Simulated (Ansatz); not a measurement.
## InCuS2 under a change: uniaxial stress, 1 GPa tension along x

Base system: InCuS₂ in the chalcopyrite structure (space group I-42d, No. 122; a = 5.522 Å, c = 11.130 Å). Axes: x, y, z lie along a, b, c of the conventional cell.

The change: uniaxial stress, 1 GPa tension along x, with the cell and atoms free to relax against it.

Level of theory: DFT with r2SCAN, PAW potentials and a 500 eV plane-wave cutoff in Ansatz (a program for electronic structure), scalar-relativistic without spin-orbit coupling. k-mesh 9×9×9 (Γ-centred); smearing 0.05 eV (Fermi–Dirac).

```csv
quantity,base,changed,shift
volume per atom,21.21 Å³,21.31 Å³,+0.094 Å³
space group,I-42d (No. 122),I2_12_12_1 (No. 24),–
energy relative to the base (free energy F),0 meV/atom,+1.4 meV/atom,+1.4 meV/atom
band gap,0.36 eV,0.32 eV,-0.034 eV
gap character,direct at Γ,direct at Γ,–
electron mass,"0.079 mₑ along c, 0.074 mₑ across (at Γ)","0.081 mₑ along x, 0.069 mₑ along y, 0.073 mₑ along z (at Γ)",–
"valence-band top at Γ (three highest levels, from the VBM)","0.00, -0.02, -0.02 eV","0.00, -0.02, -0.10 eV",–
"strain response (xx, yy, zz)",–,"(+2.16, −0.84, −0.84) %",–
```

Effective masses come from finite differences of ±0.01 Å⁻¹. Stability under load was not tested beyond the relaxation. The final runs are not spin-polarised. k-point labels follow each cell's own Brillouin zone.
